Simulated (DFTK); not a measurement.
Crystal: Sb.

```
Sb
1.0
     2.15420    1.24373    3.75800
    -2.15420    1.24373    3.75800
     0.00000   -2.48746    3.75800
Sb
2
Direct
  0.76651 0.76651 0.76651
  0.23349 0.23349 0.23349
```

Base run:

* Program: DFTK 0.8.2
* Functional: BP86
* Potentials or basis: cp2k.nc.sr.pbe.v0_1.semicore.gth (PBE, GTH)
* Cutoff: 735 eV
* k mesh: 8 × 8 × 8
* Occupations: fermi-dirac, width 0.05 eV
* Spin: no spin polarisation

Its results: band gap on the k mesh none (metal or under the smearing width); pressure 4.1 GPa; largest force 0.170 eV/Å.

Problem. The run is repeated on the same cell with these changes: functional from BP86 to PBE; potentials or basis from cp2k.nc.sr.pbe.v0_1.semicore.gth (PBE, GTH) to cp2k.nc.sr.pbe.v0_1.largecore.gth (PBE, GTH). What comes out?

Solution. Band gap on the k mesh none (metal or under the smearing width); pressure 3.1 GPa; largest force 0.220 eV/Å.

Caveats: GTH potentials come without recommended cutoffs, and this one wasn't checked for convergence; spin-orbit coupling is left out, which moves the levels of the heavy elements; the potentials were made for another functional, which shifts forces and pressure (some runs).
